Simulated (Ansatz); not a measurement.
Space group P6_3mc (No. 186). a = 2.555 Å, b = 2.555 Å, c = 4.225 Å, α = 90.00°, β = 90.00°, γ = 120.00°
```tsv
atom	site	symmetry	x	y	z
B	2b	3m.	0.6667	0.3333	0.9998
N	2b	3m.	0.6667	0.3333	0.6252
```

Equation of state of this BN structure (not necessarily the ground state), with shape and atoms relaxed at each volume where symmetry leaves them free. These are results of DFT PBE, scalar-relativistic, plane waves, PAW (Ansatz 0.2.0), not measurements.

Cutoff 420 eV; k points 12×12×6 on the computed 4-atom cell (Γ-centred); Gaussian smearing, width 0.02 eV; no spin polarisation.

| V (Å³/atom) | E − E(largest V) (meV/atom) | P (GPa) | gap on mesh (eV) |
| --- | --- | --- | --- |
| 5.253 | 61.87 | 59.96 | 4.93 |
| 5.432 | 5.32 | 41.62 | 5.01 |
| 5.611 | -32.09 | 25.72 | 5.09 |
| 5.790 | -52.97 | 11.95 | 5.17 |
| 5.969 | -59.49 | -0.01 | 5.23 |
| 6.148 | -53.53 | -10.40 | 5.28 |
| 6.327 | -36.75 | -19.42 | 5.34 |
| 6.566 | 0.00 | -29.63 | 5.40 |

Fit a third-order Birch–Murnaghan equation to E(V).

V0 = 5.97 Å³/atom, B0 = 371 GPa, B0' = 3.7.

This wurtzite form isn't the usual stable structure of the compound.